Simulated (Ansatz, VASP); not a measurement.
TePb: programs and potentials compared

The starting cell:

```
Pb Te
1.0
     0.00000    3.23100    3.23100
     3.23100    0.00000    3.23100
     3.23100    3.23100    0.00000
Pb Te
1 1
Cartesian
  0.0000 0.0000 0.0000
  3.2310 3.2310 3.2310
```

Alike in all runs: task relaxation of cell and atoms; functional revPBE; k mesh 7 × 7 × 7; occupations fermi-dirac, width 0.05 eV; no spin polarisation; no spin-orbit coupling.

| program and potentials | plane-wave cutoff (eV) | notes | equilibrium volume (Å³/atom) |
| --- | --- | --- | --- |
| Ansatz, Ansatz PAW | 420 | potentials made for PBE, which Ansatz adapts in part; 15 valence electrons an atom on average | 36.43 |
| Ansatz, all-electron LAPW, scalar-relativistic | - | - | 36.44 |
| VASP, PBE PAW files Pb_d, Te, 600 eV | 600 | potentials made for PBE; 10 valence electrons an atom on average | 36.38 |

The equilibrium volume spans 36.38 (VASP, PBE PAW files Pb_d, Te, 600 eV) to 36.44 Å³/atom (Ansatz, all-electron LAPW, scalar-relativistic), with all-electron results at 36.44. Some sets were made for another functional than the one run, which can shift their rows. Relaxations stop with a little pressure left, so the last digit of a volume isn't settled.

The functional is the same throughout but for its coding, so the spread measures potentials, basis and numerics; runs on potential files found faulty are left out.

The three descriptions of PbTe give nearly the same equilibrium volume, and the Ansatz PAW result is practically indistinguishable from the all-electron one. Freezing the deeper cores therefore costs little here. The VASP volume is slightly smaller. Its smaller valence space, which probably leaves the Te 4d shell in the core, may contribute, but the table can't separate this from the way the potentials were generated.

All three volumes are clearly larger than that of the starting cell, which lies close to the measured structure of rock-salt PbTe. Since the all-electron calculation shows the same expansion, the likely cause is revPBE itself. Its stronger exchange enhancement at large density gradients favours separated atoms and weakens bonding, and the soft lattice of large, polarisable ions responds with a marked expansion. The agreement thus supports the numerical reproducibility of the revPBE volume, not its accuracy against experiment, and it doesn't establish equal agreement for the elastic response or the band gap.
